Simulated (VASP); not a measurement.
CsI: single point with PBEsol

CsI:

```
Cs I
1.0
     4.63173    0.00000    0.00000
     0.00000    4.63173    0.00000
     0.00000    0.00000    4.63173
Cs I
1 1
Direct
  0.00000 0.00000 0.00000
  0.50000 0.50000 0.50000
```

The cell isn't the ideal one: functional PBEsol, strained and moved within the space group.

| Property | Result |
| --- | --- |
| Program | VASP 6.6.1 |
| Task | single point |
| Functional | PBEsol |
| Potentials or basis | VASP PAW PBE potentials, release 64 (Cs_sv, I) |
| Cutoff | 520 eV |
| k mesh | 6 × 6 × 6 |
| Occupations | gaussian, width 0.02 eV |
| Spin | no spin polarisation |

```yaml
Pressure: -0.8 GPa
Band_gap_on_the_k_mesh: 3.58 eV, indirect (least direct gap 3.67 eV)
```

Levels at points of the mesh, in eV from the valence-band top:
| k point | band 6 | band 7 | band 8 | band 9 | band 10 | band 11 |
| --- | --- | --- | --- | --- | --- | --- |
| (0.00, 0.00, 0.00) | -0.10 | -0.10 | -0.10 | 3.58 | 4.15 | 4.15 |
| (0.50, 0.00, 0.00) | -1.50 | -0.23 | -0.23 | 5.13 | 6.16 | 6.45 |
| (0.50, 0.50, 0.00) | -0.84 | -0.84 | 0.00 | 4.14 | 4.80 | 6.03 |
| (0.50, 0.50, 0.50) | -1.23 | -1.23 | -1.23 | 6.93 | 6.93 | 6.93 |

It took 17 s on 1 thread of Intel(R) Xeon(R) Platinum 8488C (Sapphire Rapids), on a shared host, peak memory 0.21 GiB.

Caveat: the PAW data sets were made with another functional, which shifts forces and pressure a little; spin-orbit coupling is left out, which moves the levels of the heavy elements. A k mesh can miss the band edges.
